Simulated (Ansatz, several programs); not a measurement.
BaTe in the wurtzite structure (no longer in that coordination), relaxed with PBE in Ansatz (plane waves, PAW): the symmetry is P6_3/mmc (No. 194, hexagonal); a = 5.972 Å, c = 7.004 Å in the conventional setting, 54.08 Å³ an atom. Ba has 5 Te at 3.45–3.50 Å; Te has 5 Ba at 3.45–3.50 Å. The cell was then scaled with its shape and fractional coordinates held, which makes it stiffer than a relaxed compression. Simulation only: spin-unpolarised, and no claim that this is the phase found in nature.

```tsv
V (Å³/atom)	E (meV/atom)
50.838	14.96
52.461	3.55
54.083	0.00
57.328	12.08
```

(1) Pass a cubic E = c₀ + c₁u + c₂u² + c₃u³, with u = V − 53.678 Å³, through these points.

(2) Where is the minimum, and what bulk modulus follows?

(3) Predict the energy and the pressure at the withheld volume, 55.706 Å³.

## Answers

(1) c₀ = 0.21, c₁ = -1.055, c₂ = 1.336, c₃ = -0.0427 (meV and Å³).

(2) dE/du = 0 at u = +0.403, so V₀ = 54.08 Å³. B = V₀ d²E/dV² = 54.08 × (2c₂ + 6c₃u) = 54.08 × 2.569 = 139 meV/Å³, and 1 meV/Å³ is 0.16022 GPa: 22 GPa. A third-order Birch-Murnaghan fit to all five points gives 54.09 Å³ and 22 GPa.

(3) With u = +2.028: E ≈ 3.21 meV and P = −dE/dV ≈ -0.61 GPa. The run gives 3.17 meV and, from its stress, -0.61 GPa.
